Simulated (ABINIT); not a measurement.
TaN:

```xyz
2
Lattice="0.0000 2.2113 2.2113 2.2113 0.0000 2.2113 2.2113 2.2113 0.0000" Properties=species:S:1:pos:R:3 pbc="T T T"
Ta    2.2113    2.2113    2.2113
N     0.0000    0.0000    0.0000
```

The cell comes from a database or a generator and needn't be the stable form of this composition.

Base run:

```yaml
Program: ABINIT 10.8.3 (patched build)
Functional: revPBE
Potentials_or_basis: JTH PAW PBE v2.0
Cutoff: 844 eV
k_mesh: 10 × 10 × 10
Occupations: fermi-dirac, width 0.05 eV
Spin: no spin polarisation
```

Its results: band gap on the k mesh none (metal or under the smearing width); pressure 1.7 GPa.

Q: The run is repeated on the same cell with these changes: functional from revPBE to LDA. What comes out?

A: Band gap on the k mesh none (metal or under the smearing width); pressure -16.8 GPa.

LDA binds more tightly than revPBE, so the same cell stands under less pressure.

Caveats: the highest band is partly filled, so the run has too few bands; the PAW data sets were made with another functional, which shifts forces and pressure a little.
